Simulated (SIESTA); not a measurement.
Write the native input for SIESTA 5.4.2 that does the following.

* Task: single point
* Functional: PBE
* Potentials or basis: PseudoDojo 0.4 standard (PBE files)
* Basis: DZP (energy shift 0.003 Ry; two zetas on semicore shells; d shell added on K)
* Grid cutoff: 800 Ry
* Energy shift: 0.003 Ry
* k mesh: 7 × 7 × 7
* Occupations: fermi-dirac, width 0.05 eV
* Spin: no spin polarisation

KMgF3:

```
K Mg F
1.0
     3.98590    0.00000    0.00000
     0.00000    3.98590    0.00000
     0.00000    0.00000    3.98590
K Mg F
1 1 3
Direct
  0.50000 0.50000 0.50000
  0.00000 0.00000 0.00000
  0.00000 0.00000 0.50000
  0.00000 0.50000 0.00000
  0.50000 0.00000 0.00000
```

The input as run:

KMgF3.fdf

```
SystemName                      KMgF3
SystemLabel                     KMgF3
NumberOfSpecies                 3
NumberOfAtoms                   5
%block ChemicalSpeciesLabel
  1  19 K
  2  12 Mg
  3   9 F
%endblock ChemicalSpeciesLabel

LatticeConstant                 1.0 Ang
%block LatticeVectors
     3.9859000000     0.0000000000     0.0000000000
     0.0000000000     3.9859000000     0.0000000000
     0.0000000000     0.0000000000     3.9859000000
%endblock LatticeVectors
AtomicCoordinatesFormat         Fractional
%block AtomicCoordinatesAndAtomicSpecies
     0.5000000000     0.5000000000     0.5000000000  1  K
     0.0000000000     0.0000000000     0.0000000000  2  Mg
     0.0000000000     0.0000000000     0.5000000000  3  F
     0.0000000000     0.5000000000     0.0000000000  3  F
     0.5000000000     0.0000000000     0.0000000000  3  F
%endblock AtomicCoordinatesAndAtomicSpecies

%block kgrid.MonkhorstPack
    7   0   0  0.0
    0   7   0  0.0
    0   0   7  0.0
%endblock kgrid.MonkhorstPack
XC.Functional                   GGA
XC.Authors                      PBE
PAO.BasisSize                   DZP
PAO.EnergyShift                 0.003 Ry
Mesh.Cutoff                     800 Ry
OccupationFunction              FD
ElectronicTemperature           0.05 eV
MaxSCFIterations                120
SCF.MustConverge                false
SCF.Mixer.Method                Pulay
SCF.Mixer.Weight                0.25
SCF.Mixer.History               8
SCF.DM.Tolerance                5.0e-05
SCF.H.Tolerance                 1.0e-03 eV
WriteForces                     true
Charge.Mulliken                 end
Charge.Hirshfeld                end
Charge.Voronoi                  end
SaveRho                         true
SaveElectrostaticPotential      true
%block PAO.Basis
  K 5
  n=3 0 2
    3.889 0.000
  n=4 0 2
    9.500 0.000
  n=3 1 2
    4.612 0.000
  n=4 1 1
    9.500
  n=3 2 1
    7.000
  Mg 4
  n=2 0 2
    2.604 0.000
  n=3 0 2
    8.245 0.000
  n=2 1 2
    2.943 0.000
  n=3 1 1
    8.245
%endblock PAO.Basis
```

Potentials or basis: PseudoDojo 0.4 standard (PBE files), DZP (energy shift 0.003 Ry; two zetas on semicore shells; d shell added on K).

The run is started by

```console
$ siesta KMgF3.fdf > KMgF3.out 2>&1
```

It gave:

```
Pressure               : 4.6 GPa
Band gap on the k mesh : 7.27 eV, indirect (least direct gap 7.59 eV)
Hirshfeld charges      : K +0.26; Mg +0.39; F -0.22 e
Voronoi charges        : K +0.22; Mg +0.41; F -0.21 e
```

Caveat: Mulliken charges of long-ranged orbitals can have an unphysical sign; an odd mesh through Γ misses points on the zone boundary, where band edges often lie; the basis of atomic orbitals isn't converged, which shifts pressures, moduli and gaps.

It took 85 s on 1 thread of Arm Neoverse V1, on a shared host, peak memory 0.42 GiB.
